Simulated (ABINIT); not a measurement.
Crystal: Si.

```
Si
1.0
    -2.37137    2.37137    1.32927
     2.37137   -2.37137    1.32927
     2.37137    2.37137   -1.32927
Si
2
Direct
  0.50000 0.50000 0.00000
  0.25000 0.75000 0.50000
```

This isn't the form of Si at room conditions, which is diamond.

- Program: ABINIT 10.8.3 (patched build)
- Task: relaxation of cell and atoms
- Functional: r2SCAN
- Potentials or basis: JTH PAW PBE v2.0
- Cutoff: 490 eV
- k mesh: 9 × 9 × 9
- Occupations: fermi-dirac, width 0.05 eV
- Spin: no spin polarisation

At the start: pressure 2.5 GPa; volume 14.95 Å³/atom.

Task: Where does the relaxation end?

Result: Over 5 steps the energy falls by 2.4 meV/atom and the volume is 15.26 Å³/atom (+2.1 %); space group I4_1/amd (No. 141, to 0.05 Å).

The path:
```tsv
step	energy change (eV)	largest force (eV/Å)	pressure (GPa)	volume (Å³)
1	0.0000	0.0000	2.46	29.90
2	-0.0029	0.0000	1.50	30.13
3	-0.0048	0.0000	0.07	30.49
4	-0.0049	0.0000	0.01	30.51
5	-0.0049	0.0000	-0.04	30.52
```

Final structure:
```yaml
crystal:
  lattice:
    - [-2.38784, 2.38784, 1.33827]
    - [2.38784, -2.38784, 1.33827]
    - [2.38784, 2.38784, -1.33827]
  atoms:
    - { symbol: Si, position: [0.50000, 0.50000, 0.00000] }
    - { symbol: Si, position: [0.25000, 0.75000, 0.50000] }
```

Caveat: the PAW data sets were made with another functional, which shifts forces and pressure a little.
